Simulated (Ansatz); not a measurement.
MgS (Niningerite):

```
S Mg
1.0
     0.00000    2.60165    2.60165
     2.60165    0.00000    2.60165
     2.60165    2.60165    0.00000
S Mg
1 1
Direct
  0.50000 0.50000 0.50000
  0.00000 0.00000 0.00000
```

| Item | Value |
| --- | --- |
| Program | Ansatz 0.2.0 |
| Task | relaxation of cell and atoms |
| Functional | PBE |
| Dispersion | D3(BJ) |
| Potentials or basis | Ansatz PAW |
| Cutoff | 420 eV (not typed: the program's choice for these potentials) |
| k mesh | 9 × 9 × 9 |
| Occupations | fermi-dirac, width 0.05 eV |
| Spin | no spin polarisation |

At the start: volume 17.61 Å³/atom.

Q: Where does the relaxation end?

A: It ends after 4 steps and the volume is 17.12 Å³/atom (-2.8 %); space group Fm-3m (No. 225, to 0.05 Å).

The path:
```tsv
step	energy change (eV)	largest force (eV/Å)	volume (Å³)
1	0.0000	0.0000	35.22
2	-0.0065	0.0000	34.40
3	-0.0066	0.0000	34.24
4	-0.0066	0.0000	34.24
```

Final structure:
```cif
data_structure
_symmetry_space_group_name_H-M 'P 1'
_symmetry_Int_Tables_number 1
_cell_length_a 3.6450
_cell_length_b 3.6450
_cell_length_c 3.6450
_cell_angle_alpha 60.000
_cell_angle_beta 60.000
_cell_angle_gamma 60.000
_cell_volume 34.24
loop_
_atom_site_label
_atom_site_type_symbol
_atom_site_fract_x
_atom_site_fract_y
_atom_site_fract_z
_atom_site_occupancy
S1 S 0.50000 0.50000 0.50000 1
Mg1 Mg 0.00000 0.00000 0.00000 1
```

Caveat: the plane-wave basis is chosen anew once the cell has moved, so the energies of steps on either side of that aren't comparable.
